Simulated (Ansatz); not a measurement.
# Niobium, fcc under r²SCAN: from relaxation to bulk modulus

The plan for niobium in the fcc structure: relax it, solve it on a dense k-mesh, then scale the cell to 7 volumes from 88 to 112 % of the relaxed one and try a fit of the equation of state. The start is ferromagnetic. The k-meshes are 13×13×13 for the relaxation; 21×21×21 for the dense run; 21×21×21 for the volumes.

This is Nb in the fcc structure; at room conditions it is bcc.

Program: Ansatz 0.2.0. Level of theory: DFT r2SCAN, plane waves (500 eV) with PAW, scalar-relativistic; the PAW data stem from PBE, with regenerated cores. These are calculated values, not measurements.

## (1) The system as given

It takes space group Fm-3m (No. 225, cubic). Conventional cell: a = 4.158 Å, b = 4.158 Å, c = 4.158 Å, α = 90.00°, β = 90.00°, γ = 90.00°. Around Nb (site symmetry m-3m) lie 12 Nb at 2.94 Å.

Structure file:

```
CELL_PARAMETERS angstrom
0.00000 2.07912 2.07912
2.07912 0.00000 2.07912
2.07912 2.07912 0.00000
ATOMIC_POSITIONS crystal
Nb 0.00000 0.00000 0.00000
```

Starting moments (μB): +1.

## (2) Relaxation of the cell

Contents of input.yaml:

```yaml
crystal:
  lattice:
    - [0.0, 2.0791217165, 2.0791217165]
    - [2.0791217165, 0.0, 2.0791217165]
    - [2.0791217165, 2.0791217165, 0.0]
  atoms:
    - { symbol: Nb, position: [0.0, 0.0, 0.0], spin: 1.0 }
hamiltonian:
  xc: r2scan
  pseudopotentials:
    kind: paw
    azcp:
      Nb: "pseudopotentials/Nb.paw.azcp"
basis:
  ecutwfc: 500
  fft_grid_basis: typed
kpoints:
  mp_grid: { grid: [13, 13, 13], shift: [0, 0, 0] }
magnetization:
  spin_polarized: true
scf:
  occupations: { method: fermi_dirac, width: 0.05 }
relax:
  max_steps: 60
  f_tol: 0.01
  cell: {}
```

The log of the run:

```text
Warning: RAYON_NUM_THREADS=2 ignored (pool sized by the plan → 2); use --threads N
Engine: ansatz 0.2.0, aarch64-unknown-linux-gnu
Pseudopotentials: kind: paw
Pseudopotential: Nb, paw, valence charge 13, recommended cutoff 500 eV (meta_gga), <dir>
Functional definition: r2SCAN
  parameter k0 = 0.174
  parameter k1 = 0.065
  parameter a1 = 4.9479
  exchange = r2scan_x(k0 = k0, k1 = k1, a1 = a1)
  correlation = r2scan_c
Crystal: 1 atoms, lattice volume = 17.975 Å³
Basis set: ecut = 500 eV, 459 PW (Γ), exchange–correlation on 96×96×96 points (64 copies of the dense FFT grid, shifted against one another)
Bands: 11, of which v1, the nominal top of the filled ones, is band 7 counted from 1 (6 counted from 0)
Symmetry: 48 space group operations
Space group: Fm-3m (ITA 225), of the structure as read, at distance tolerance 2.6e-5 Å
Magnetic group: BNS 225.116 (UNI 1618), of the structure as read, at distance tolerance 2.6e-5 Å
k-points: 84 of 2197
Non-local potential: Nb, projectors of the file, l = 0: 3, l = 1: 2, l = 2: 2, l = 3: 1
PAW form: soft (Blöchl's): semilocal exchange-correlation on the pseudo side does not see the compensation charge
PAW frozen core: Nb, regenerated for the run's functional (the file was generated under x = pbe(κ = 0.804, μ = 0.2195149727645171), c = pbe(β = 0.06672455060314922))
PAW one-centre angular grid: Nb, 590 points (default); XC on 160 Gauss nodes
Initial density: superposition of atomic densities (chi_scale 0.1, normalization cell)
Starting moments: Σ|m| = 1 μB on 1 of 1 site
Initial wavefunctions: pseudopotential atomic-orbital guess
Functional: x = r2scan, c = r2scan; τ floored in thin density (d = 2e-4 eV/Å³)
SCF iter   1: F=—  HF=-4563.478813 eV  |F-HF|=—  |Δ(HF+E_count)|=         —  Δρ=4.63e-2 (↑4.63e-2 ↓2.94e-2)  dr2=1.11e0  dr2_τ=7.67e-3  dr2_m=2.71e-2  M=0.669 μB ∫|m|=0.669 μB  β_m=0.91  ethr=3.10e-3  ⟨swp⟩=5.2  Hψ=10945  notcnv=0
Mixer restart at iter 1: flushing history
preconditioner: auto → none  [metal: Δε(μ)=0.033 eV  Ē_g=8.119 eV  σ=0.050 eV  W_gap=0.17  n_scr=0 (ndim 8)  ℏωp=19.6 eV  f_vac=0.000  D(μ)=1.34/eV (n_scr^D=14)]
SCF iter   2: F=—  HF=-4563.220379 eV  |F-HF|=—  |Δ(HF+E_count)|=   2.58e-1  Δρ=2.35e-2 (↑2.35e-2 ↓1.97e-2)  dr2=3.22e-1  dr2_τ=5.33e-3  dr2_m=3.36e-3  M=0.557 μB ∫|m|=0.557 μB  β_m=1.00  ethr=3.10e-3  ⟨swp⟩=3.0  Hψ=4769  notcnv=0  defer=20  κ⁻¹=1.0e0(r=1)
SCF iter   3: F=—  HF=-4563.213306 eV  |F-HF|=—  |Δ(HF+E_count)|=   7.07e-3  Δρ=9.01e-3 (↑9.01e-3 ↓8.88e-3)  dr2=2.36e-2  dr2_τ=8.11e-4  dr2_m=4.10e-4  M=0.408 μB ∫|m|=0.411 μB  β_m=1.00  ethr=2.48e-3  ⟨swp⟩=2.6  Hψ=3560  notcnv=0  defer=20  κ⁻¹=4.4e-2(r=2)
SCF iter   4: F=—  HF=-4563.296912 eV  |F-HF|=—  |Δ(HF+E_count)|=         —  Δρ=1.05e-2 (↑1.05e-2 ↓9.96e-3)  dr2=9.13e-3  dr2_τ=1.81e-3  dr2_m=1.20e-2  M=0.138 μB ∫|m|=0.141 μB  β_m=0.47  ethr=1.81e-4  ⟨swp⟩=2.0  Hψ=2570  notcnv=0  defer=20
Mixer restart at iter 4: flushing history
SCF iter   5: F=—  HF=-4563.294789 eV  |F-HF|=—  |Δ(HF+E_count)|=   2.12e-3  Δρ=7.50e-3 (↑7.50e-3 ↓6.94e-3)  dr2=4.86e-3  dr2_τ=1.82e-4  dr2_m=5.88e-3  M=0.095 μB ∫|m|=0.097 μB  β_m=0.45  ethr=7.02e-5  ⟨swp⟩=2.0  Hψ=2269  notcnv=0  defer=20  κ⁻¹=1.0e0(r=1)
SCF iter   6: F=—  HF=-4563.289941 eV  |F-HF|=—  |Δ(HF+E_count)|=   4.85e-3  Δρ=1.85e-3 (↑1.79e-3 ↓1.85e-3)  dr2=4.76e-4  dr2_τ=1.55e-5  dr2_m=3.02e-4  M=0.019 μB ∫|m|=0.021 μB  β_m=0.30  ethr=3.74e-5  ⟨swp⟩=3.0  Hψ=3622  notcnv=0  defer=20  κ⁻¹=8.1e-2(r=2)
SCF iter   7: F=—  HF=-4563.288353 eV  |F-HF|=—  |Δ(HF+E_count)|=   1.59e-3  Δρ=8.52e-4 (↑5.28e-4 ↓8.52e-4)  dr2=3.41e-5  dr2_τ=2.27e-6  dr2_m=6.77e-5  M=-0.002 μB ∫|m|=0.009 μB  β_m=0.68  ethr=3.66e-6  ⟨swp⟩=2.8  Hψ=3020  notcnv=0  defer=20  κ⁻¹=1.7e-3(r=3)
SCF iter   8: F=—  HF=-4563.288375 eV  |F-HF|=—  |Δ(HF+E_count)|=   2.21e-5  Δρ=2.66e-4 (↑1.84e-4 ↓2.66e-4)  dr2=8.27e-6  dr2_τ=3.03e-7  dr2_m=3.65e-6  M=0.005 μB ∫|m|=0.005 μB  β_m=0.32  ethr=2.62e-7  ⟨swp⟩=2.0  Hψ=2975  notcnv=0  defer=20  κ⁻¹=2.7e-4(r=4)
SCF iter   9: F=—  HF=-4563.288423 eV  |F-HF|=—  |Δ(HF+E_count)|=   4.82e-5  Δρ=6.22e-5 (↑3.64e-5 ↓6.22e-5)  dr2=2.71e-7  dr2_τ=3.34e-8  dr2_m=3.06e-7  M=0.003 μB ∫|m|=0.003 μB  β_m=1.00  ethr=6.36e-8  ⟨swp⟩=2.1  Hψ=2869  notcnv=0  defer=20  κ⁻¹=8.1e-5(r=5)
SCF iter  10: F=—  HF=-4563.288415 eV  |F-HF|=—  |Δ(HF+E_count)|=   8.13e-6  Δρ=1.34e-5 (↑8.51e-6 ↓1.34e-5)  dr2=2.60e-8  dr2_τ=4.32e-9  dr2_m=1.25e-8  M=0.002 μB ∫|m|=0.002 μB  β_m=1.00  ethr=2.09e-9  ⟨swp⟩=2.0  Hψ=2951  notcnv=0  defer=20  κ⁻¹=1.1e-5(r=6)
SCF iter  11: F=—  HF=-4563.288413 eV  |F-HF|=—  |Δ(HF+E_count)|=   1.93e-6  Δρ=1.26e-5 (↑1.26e-5 ↓1.20e-5)  dr2=5.75e-9  dr2_τ=3.37e-9  dr2_m=2.32e-8  M=0.002 μB ∫|m|=0.002 μB  β_m=1.00  ethr=2.00e-10  ⟨swp⟩=2.0  Hψ=2878  notcnv=0  defer=20  κ⁻¹=5.9e-7(r=7)
SCF iter  12: F=—  HF=-4563.288412 eV  |F-HF|=—  |Δ(HF+E_count)|=   5.17e-7  Δρ=1.20e-5 (↑1.20e-5 ↓1.13e-5)  dr2=4.52e-9  dr2_τ=3.11e-9  dr2_m=2.08e-8  M=0.002 μB ∫|m|=0.002 μB  β_m=1.00  ethr=4.42e-11  ⟨swp⟩=2.7  Hψ=2758  notcnv=0  defer=20  κ⁻¹=1.9e-8(r=8)
SCF iter  13: F=—  HF=-4563.288412 eV  |F-HF|=—  |Δ(HF+E_count)|=   1.60e-7  Δρ=1.09e-5 (↑1.09e-5 ↓1.03e-5)  dr2=3.89e-9  dr2_τ=2.62e-9  dr2_m=1.73e-8  M=0.001 μB ∫|m|=0.001 μB  β_m=1.00  ethr=3.47e-11  ⟨swp⟩=2.0  Hψ=2210  notcnv=0  defer=20  κ⁻¹=5.6e-9(r=8)
SCF iter  14: F=—  HF=-4563.288412 eV  |F-HF|=—  |Δ(HF+E_count)|=   5.07e-7  Δρ=1.80e-6 (↑1.80e-6 ↓1.73e-6)  dr2=4.09e-11  dr2_τ=8.39e-11  dr2_m=4.70e-10  M=-0.000 μB ∫|m|=0.000 μB  β_m=1.00  ethr=2.99e-11  ⟨swp⟩=3.0  Hψ=3356  notcnv=0  defer=20  κ⁻¹=2.5e-9(r=8)
SCF iter  15: F=—  HF=-4563.288412 eV  |F-HF|=—  |Δ(HF+E_count)|=   2.19e-8  Δρ=9.82e-7 (↑9.82e-7 ↓9.73e-7)  dr2=1.56e-11  dr2_τ=2.35e-11  dr2_m=1.42e-10  M=-0.000 μB ∫|m|=0.000 μB  β_m=1.00  ethr=1.00e-12  ⟨swp⟩=2.1  Hψ=3018  notcnv=0  defer=20  κ⁻¹=1.9e-8(r=8)
SCF iter  16: F=—  HF=-4563.288412 eV  |F-HF|=—  |Δ(HF+E_count)|=   6.26e-9  Δρ=3.61e-7 (↑3.61e-7 ↓3.51e-7)  dr2=1.88e-12  dr2_τ=3.42e-12  dr2_m=1.94e-11  M=-0.000 μB ∫|m|=0.000 μB  β_m=1.00  ethr=1.00e-12  ⟨swp⟩=2.0  Hψ=2994  notcnv=0  defer=20  κ⁻¹=1.2e-7(r=8)
SCF iter  17: F=-4563.288412 eV  HF=-4563.288412 eV  |F-HF|=0.00e0  |Δ(HF+E_count)|=   1.01e-9  Δρ=6.01e-8 (↑6.01e-8 ↓5.03e-8)  dr2=4.46e-13  dr2_τ=3.38e-14  dr2_m=2.62e-13  M=0.000 μB ∫|m|=0.000 μB  ethr=1.00e-12  ⟨swp⟩=1.0  Hψ=5449  notcnv=0
WARN: the starting moments were not kept: the SCF closed with an absolute magnetisation of 1.6e-6 μB, where they sum to 1 μB in size (1 site). That is at most 0.1 of that sum. Measured as dr2_m measures the in/out step, that magnetisation stands 4.7e-13 eV from none, at or under the dr2_threshold of 1.0e-7 eV: it is no larger than a step whose dr2_m would equal this threshold. The system may hold no moment; this SCF shows only that its start led to no more than that. To try another start: raise the starting moments (crystal.atoms[].spin, magnetization.per_species, magnetization.initial_magnetization, or on a non-collinear deck that types none of these the spinor_matrix: blocks that start its atoms; where the total moment is fixed, keep their sum and leave initial_magnetization as it is; typed ones take the place of any that the run laid by itself, positive ones on a crystal's lanthanoids without a Hubbard term where scf.initial_density.shell_occupations: [] is typed) or, if the notice of its spin-set hold's release reads "site moments contracting" or "site moments show no strong build", lengthen the hold (scf.mixing.spin_hold: { on: { confirm: 4 } }; for m-r²SCAN on two components see the key's manual first). Each may lead to a state that holds a moment. A second SCF, from the converged charge density, with the starting moments and any scf.initial_density.shell_occupations laid on it anew, would have followed, and was not run: the deck does not ask for one (magnetization.retry_lost_moments is false, the default). To let it run, set magnetization.retry_lost_moments: true and run the deck again, where that key's refused combinations let it; where memory then withholds it, that run's warning says so.
SCF 1 converged in 17 iterations: F = -4563.288412 eV  dr2 = 4.46e-13
relax step   1: F+E_penalty+E_count = -4563.28841155 eV  Δ(F+E_penalty+E_count) = +0.000e0 eV  max|allowed force component| = 0.000e0 eV/Å  Δτ_max = 0.0000 Å  P = +7.316 GPa  Ω = 17.975 Å³  (17 SCF iters, dr2 threshold 1.00e-7 eV, accepted)
[... 24 lines left out ...]
relax step   2: F+E_penalty+E_count = -4563.21417998 eV  Δ(F+E_penalty+E_count) = +7.423e-2 eV  max|allowed force component| = 0.000e0 eV/Å  Δτ_max = 0.0000 Å  P = -13.857 GPa  Ω = 20.612 Å³  energy of the carried Pulay correction = -1.499e-3 eV  (14 SCF iters, dr2 threshold 1.00e-7 eV, rejected (line search))
[... 22 lines left out ...]
relax step   3: F+E_penalty+E_count = -4563.30380997 eV  Δ(F+E_penalty+E_count) = -1.540e-2 eV  max|allowed force component| = 0.000e0 eV/Å  Δτ_max = 0.0000 Å  P = -0.903 GPa  Ω = 18.806 Å³  energy of the carried Pulay correction = -4.956e-4 eV  (16 SCF iters, accepted)
[... 16 lines left out ...]
relax step   4: F+E_penalty+E_count = -4563.30414862 eV  Δ(F+E_penalty+E_count) = -3.386e-4 eV  max|allowed force component| = 0.000e0 eV/Å  Δτ_max = 0.0000 Å  P = -0.047 GPa  Ω = 18.711 Å³  energy of the carried Pulay correction = -4.401e-4 eV  (11 SCF iters, dr2 threshold 1.00e-7 eV, accepted)
[... 14 lines left out ...]
relax step   5: F+E_penalty+E_count = -4563.30461652 eV  Δ(F+E_penalty+E_count) = -4.679e-4 eV  max|allowed force component| = 0.000e0 eV/Å  Δτ_max = 0.0000 Å  P = -0.037 GPa  Ω = 18.711 Å³  stress off target by 3.74e-2 GPa  SCF on the basis re-selected at this cell (its energy is not comparable with the rows above)  (9 SCF iters)
basis re-selected at this cell: Δ(F+E_penalty+E_count) = -4.679e-4 eV, ΔP = +0.010 GPa vs the last step (what re-selecting the basis moved, of the pressure what is left beyond the Pulay correction that the steps carried, after the strain that the cell walked since its last selection, with what the two solves' SCF thresholds leave and, on support functions, any second-order correction that the steps lacked; it is no measure of the basis error at this ecutwfc). This SCF's stress stands 3.74e-2 GPa from its target on what of the cell is left free (relax.cell.stress_tol is 5.00e-2 GPa) and its largest allowed force component is 0.00e0 eV/Å (relax.f_tol is 1.00e-2 eV/Å): within both
SCF converged after 9 iterations
Stability not checked: this state was not tested for a lower state beside it, because the mixer in use, unlike msr1, does not test its closes by its own steps (another_mixer; see scf.mixing.algorithm and scf.lower_state_search)
Magnetization: -0.0000 μB (6.5000 up, 6.5000 down)
Absolute magnetization: 0.0000 μB (∫|ρ↑−ρ↓|, with the PAW one-centre terms)
Spin contamination: 0.0000 ħ² per cell (⟨S²⟩ above its minimum at these occupations)
Per-site moments (μB) at R_I (Å): [(-9.431968578519568e-9, 1.2292184105481867)]
Free energy (F): -4563.304617 eV
Harris-Foulkes:  -4563.304617 eV  (|F-HF|=1.82e-12)
Internal energy: -4563.293283 eV  (E = F + TS)
E sigma→0 (E₀):  -4563.298950 eV
Entropy (-TS):   -0.011334 eV (-11.334 meV/atom)
Fermi energy:    17.323998 eV
--- Per-component energies (eV) ---
  E_band       = -88.558082
  E_kinetic    = 393.046149
  E_local      = -712.750105  (includes V_loc(G=0)·N_el)
  E_nonlocal   = 119.049023
  E_hartree    = 220.705382
  E_xc         = -169.311798
  E_vxc        = -236.124396  (∫ρ·V_xc dr)
  E_paw        = -3090.062960  (= ΣΔE_a)
  E_vpaw       = -108.007449  (= ΣTr[D̂ρ^β])
  E_aug_tail   = 0.000004  (compensation charges beyond the density's cutoff)
  E_vtau       = 14.817896  (kinetic-family band-sum trace: ∫τ·v_τ [+ j·A + Jᵃ·Aᵃ] dr)
  E_ewald      = -1323.776548
  E_core_change = -0.192431  (= ΣΔE_core)
  E_smearing   = -0.011334  (= −TS)
  E_closure    = -0.000000  (closes the sum)
  Σ components = -4563.304617   (vs F -4563.304617, Δ=0.00e0)
--- Forces (eV/Å), atoms counted from 1 ---
  atom   1  Nb    -0.00000000    -0.00000000     0.00000000
  max |Σ_I F_I| component: 3.29e-32 eV/Å
--- Stress (GPa, compression-positive) ---
       -0.037438      -0.000000      -0.000000
       -0.000000      -0.037438       0.000000
       -0.000000       0.000000      -0.037438
  P = ⅓ Tr σ = -0.0374 GPa (-0.374 kbar)
--- Relaxed structure (4 steps of the walk, 3 accepted, 1 SCFs on fresh bases) ---
  F+E_penalty+E_count = -4563.30461652 eV   max|allowed force component| = 0.000e0 eV/Å   (the final SCF, on the basis selected at the relaxed cell)
  cell:  # Å, volume = 18.7111 Å³
    - [-7.069828695642631e-34, 2.10712405735266, 2.10712405735266]
    - [2.10712405735266, -7.197212996465021e-34, 2.10712405735266]
    - [2.10712405735266, 2.10712405735266, 8.916901057567283e-35]
  atoms:
    - { symbol: Nb, position: [0.0, 0.0, 0.0] }
```

Wall time 16 s (2 threads of an Arm CPU, shared host); peak memory 0.35 GiB.

The steps of the relaxation:

| step | energy change (meV/atom) | largest force (eV/Å) | pressure (GPa) | volume (Å³/atom) | accepted |
| --- | --- | --- | --- | --- | --- |
| 1 | 0.00 | 0.0000 | 7.32 | 17.975 | yes |
| 2 | 74.23 | 0.0000 | -13.86 | 20.612 | no |
| 3 | -15.40 | 0.0000 | -0.90 | 18.806 | yes |
| 4 | -15.74 | 0.0000 | -0.05 | 18.711 | yes |
| 5 | -16.20 | 0.0000 | -0.04 | 18.711 | yes |

Steps that repeat a cell are solved on a basis chosen anew, so their changes of energy are no gain of the relaxation.

The cell of the run, before and after:

|  | before | after | change |
| --- | --- | --- | --- |
| a (Å) | 2.940 | 2.980 | +1.3 % |
| b (Å) | 2.940 | 2.980 | +1.3 % |
| c (Å) | 2.940 | 2.980 | +1.3 % |
| volume (Å³/atom) | 17.975 | 18.711 | +4.1 % |
| shortest distance (Å) | 2.940 | 2.980 | +1.3 % |
| space group (spins left aside) | Fm-3m | Fm-3m | same |

## (3) Single point on a dense mesh

Contents of input.yaml:

```yaml
crystal:
  lattice:
    - [0.0, 2.1071240574, 2.1071240574]
    - [2.1071240574, 0.0, 2.1071240574]
    - [2.1071240574, 2.1071240574, 0.0]
  atoms:
    - { symbol: Nb, position: [0.0, 0.0, 0.0], spin: 1.0 }
hamiltonian:
  xc: r2scan
  pseudopotentials:
    kind: paw
    azcp:
      Nb: "pseudopotentials/Nb.paw.azcp"
basis:
  ecutwfc: 500
  fft_grid_basis: typed
kpoints:
  mp_grid: { grid: [21, 21, 21], shift: [0, 0, 0] }
magnetization:
  spin_polarized: true
scf:
  occupations: { method: fermi_dirac, width: 0.05 }
```

The log of the run (excerpt; [...] marks lines left out):

```text
Warning: RAYON_NUM_THREADS=2 ignored (pool sized by the plan → 2); use --threads N
[...]
[... 3 set-up lines as earlier in the session ...]
[...]
Crystal: 1 atoms, lattice volume = 18.711 Å³
Basis set: ecut = 500 eV, 531 PW (Γ), exchange–correlation on 96×96×96 points (64 copies of the dense FFT grid, shifted against one another)
Bands: 11, of which v1, the nominal top of the filled ones, is band 7 counted from 1 (6 counted from 0)
[... 1 set-up line as earlier in the session ...]
Space group: Fm-3m (ITA 225), of the structure as read, at distance tolerance 2.7e-5 Å
Magnetic group: BNS 225.116 (UNI 1618), of the structure as read, at distance tolerance 2.7e-5 Å
k-points: 286 of 9261
[...]
Starting moments: Σ|m| = 1 μB on 1 of 1 site
[...]
SCF iter   1: F=—  HF=-4563.448290 eV  |F-HF|=—  |Δ(HF+E_count)|=         —  Δρ=4.59e-2 (↑4.59e-2 ↓2.92e-2)  dr2=1.18e0  dr2_τ=8.59e-3  dr2_m=2.48e-2  M=0.692 μB ∫|m|=0.692 μB  β_m=0.97  ethr=3.10e-3  ⟨swp⟩=5.2  Hψ=37082  notcnv=0
[...]
SCF iter  17: F=-4563.303744 eV  HF=-4563.303744 eV  |F-HF|=2.73e-12  |Δ(HF+E_count)|=  4.37e-11  Δρ=1.40e-7 (↑1.40e-7 ↓9.12e-8)  dr2=1.90e-12  dr2_τ=2.42e-13  dr2_m=1.89e-12  M=0.000 μB ∫|m|=0.000 μB  ethr=1.00e-12  ⟨swp⟩=2.0  Hψ=12232  notcnv=0
[...]
WARN: the starting moments were not kept: the SCF closed with an absolute magnetisation of 2.9e-6 μB, where they sum to 1 μB in size (1 site). That is at most 0.1 of that sum. Measured as dr2_m measures the in/out step, that magnetisation stands 1.5e-12 eV from none, at or under the [...]
this state was not tested for a lower state beside it, because the mixer in use, unlike msr1, does not test its closes by its own steps (another_mixer; see scf.mixing.algorithm and scf.lower_state_search)
SCF converged after 17 iterations
Magnetization: 0.0000 μB (6.5000 up, 6.5000 down)
Absolute magnetization: 0.0000 μB (∫|ρ↑−ρ↓|, with the PAW one-centre terms)
Spin contamination: 0.0000 ħ² per cell (⟨S²⟩ above its minimum at these occupations)
Per-site moments (μB) at R_I (Å): [(2.3103866181962655e-6, 1.2292184105758028)]
Free energy (F): -4563.303744 eV
[...]
E sigma→0 (E₀):  -4563.298396 eV
Entropy (-TS):   -0.010695 eV (-10.695 meV/atom)
Fermi energy:    17.360802 eV
[...]
```

It took 11 s on 2 threads of an Arm CPU, shared host; peak memory 0.43 GiB.

## (4) At 88 % of the relaxed volume

Changes to input.yaml since step 3:

```diff
@@ -2,5 +2,5 @@
   lattice:
-    - [0.0, 2.1071240574, 2.1071240574]
-    - [2.1071240574, 0.0, 2.1071240574]
-    - [2.1071240574, 2.1071240574, 0.0]
+    - [0.0, 2.0192232099, 2.0192232099]
+    - [2.0192232099, 0.0, 2.0192232099]
+    - [2.0192232099, 2.0192232099, 0.0]
   atoms:
@@ -22 +22,3 @@
   occupations: { method: fermi_dirac, width: 0.05 }
+output:
+  stress: true
```

The log of the run (excerpt; [...] marks lines left out):

```text
Warning: RAYON_NUM_THREADS=2 ignored (pool sized by the plan → 2); use --threads N
[...]
[... 3 set-up lines as earlier in the session ...]
[...]
Crystal: 1 atoms, lattice volume = 16.466 Å³
Basis set: ecut = 500 eV, 411 PW (Γ), exchange–correlation on 96×96×96 points (64 copies of the dense FFT grid, shifted against one another)
Bands: 11, of which v1, the nominal top of the filled ones, is band 7 counted from 1 (6 counted from 0)
[... 1 set-up line as earlier in the session ...]
Space group: Fm-3m (ITA 225), of the structure as read, at distance tolerance 2.5e-5 Å
Magnetic group: BNS 225.116 (UNI 1618), of the structure as read, at distance tolerance 2.5e-5 Å
k-points: 286 of 9261
[...]
Starting moments: Σ|m| = 1 μB on 1 of 1 site
[...]
SCF iter   1: F=—  HF=-4563.392769 eV  |F-HF|=—  |Δ(HF+E_count)|=         —  Δρ=4.71e-2 (↑4.71e-2 ↓2.98e-2)  dr2=9.62e-1  dr2_τ=5.60e-3  dr2_m=2.87e-2  M=0.661 μB ∫|m|=0.661 μB  β_m=0.89  ethr=3.10e-3  ⟨swp⟩=5.1  Hψ=36927  notcnv=0
[...]
WARN: the starting moments were not kept: the SCF closed with an absolute magnetisation of 2.6e-6 μB, where they sum to 1 μB in size (1 site). That is at most 0.1 of that sum. Measured as dr2_m measures the in/out step, that magnetisation stands 1.2e-12 eV from none, at or under the [...]
this state was not tested for a lower state beside it, because the mixer in use, unlike msr1, does not test its closes by its own steps (another_mixer; see scf.mixing.algorithm and scf.lower_state_search)
SCF converged after 17 iterations
Magnetization: -0.0000 μB (6.5000 up, 6.5000 down)
Absolute magnetization: 0.0000 μB (∫|ρ↑−ρ↓|, with the PAW one-centre terms)
Spin contamination: 0.0000 ħ² per cell (⟨S²⟩ above its minimum at these occupations)
Per-site moments (μB) at R_I (Å): [(-1.8594014025365502e-6, 1.1779403001708848)]
Free energy (F): -4563.135295 eV
[...]
E sigma→0 (E₀):  -4563.129778 eV
Entropy (-TS):   -0.011034 eV (-11.034 meV/atom)
Fermi energy:    20.137505 eV
[...]
--- Stress (GPa, compression-positive) ---
       26.526416      -0.000000       0.000000
       -0.000000      26.526416       0.000000
        0.000000       0.000000      26.526416
  P = ⅓ Tr σ = 26.5264 GPa (265.264 kbar)
```

Wall time 11 s (2 threads of an Arm CPU, shared host); peak memory 0.44 GiB.

(Part 1 of 2 ends here.)
